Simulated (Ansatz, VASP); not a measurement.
One calculation of Ir, two programs

POSCAR

```
Ir
1.0
    0.0000000000      2.7646583413      2.7646583413
    2.7646583413      0.0000000000      2.7646583413
    2.7646583413      2.7646583413      0.0000000000
Ir
2
Direct
    0.0000000000      0.0000000000      0.0000000000
    0.2500000000      0.2500000000      0.2500000000
```

Contents of INCAR.step1:

```
SYSTEM = Ir
ALGO = Normal
EDIFF = 1E-4
ENCUT = 600
GGA = PE
ISMEAR = 0
LASPH = .True.
LCHARG = .False.
LREAL = .False.
LWAVE = .True.
NELM = 100
PREC = Accurate
SIGMA = 0.1
```

File INCAR.step2:

```
SYSTEM = Ir
ALGO = Normal
EDIFF = 1E-7
EDIFFG = -0.01
ENCUT = 600
IBRION = 2
ISIF = 3
ISMEAR = 0
ISTART = 1
LASPH = .True.
LCHARG = .False.
LMIXTAU = .True.
LREAL = .False.
LWAVE = .False.
METAGGA = R2SCAN
NELM = 100
NSW = 100
PREC = Accurate
SIGMA = 0.1
```

Contents of KPOINTS:

```
k-points
0
Gamma
  18 18 18
  0 0 0
```

Input for Ansatz:

```yaml
crystal:
  lattice:
    - [0.0, 2.7646583413, 2.7646583413]
    - [2.7646583413, 0.0, 2.7646583413]
    - [2.7646583413, 2.7646583413, 0.0]
  atoms:
    - { symbol: Ir, position: [0.0, 0.0, 0.0] }
    - { symbol: Ir, position: [0.25, 0.25, 0.25] }
basis:
  ecutwfc: 500
kpoints:
  mp_grid: { grid: [18, 18, 18] }
hamiltonian:
  xc: r2scan
scf:
  occupations: { method: gaussian, width: 0.1 }
output:
  forces: true
  stress: true
  eigenvalues: true
relax:
  adjacent_minimum: "off"
  f_tol: 0.01
  max_steps: 80
  cell: { stress_tol: 0.05 }
```

Alike in both runs: task relaxation of cell and atoms; functional r2SCAN; k mesh 18 × 18 × 18; occupations gaussian, width 0.1 eV; no spin polarisation.

|  | VASP | Ansatz |
| --- | --- | --- |
| version | VASP 6.6.1 | Ansatz 0.2.0 |
| potentials or method | VASP PAW PBE potentials, release 64 (Ir) | scalar-relativistic, plane waves, PAW |
| plane-wave cutoff (eV) | 600 | 500 |
| valence electrons in the cell | 18 | 34 |

```csv
,VASP,Ansatz,Ansatz less VASP
"gap on the k mesh at the Fermi level, each at its own relaxed structure (eV)",none,none,-
relaxed volume (Å³/atom),21.13,21.08,-0.052
relaxed cell length with the largest relative difference (Å),3.910,3.907,-0.0032
```

A gap of «none» marks a metal or a gap that the smearing closes. The two sets of potentials don't hold the same shells in valence.

Caveats: the relaxation stopped at its first step, so nothing moved; the PAW data sets were made with another functional, which shifts forces and pressure a little (VASP). The runs have no spin-orbit coupling, so splittings on Ir are missing.
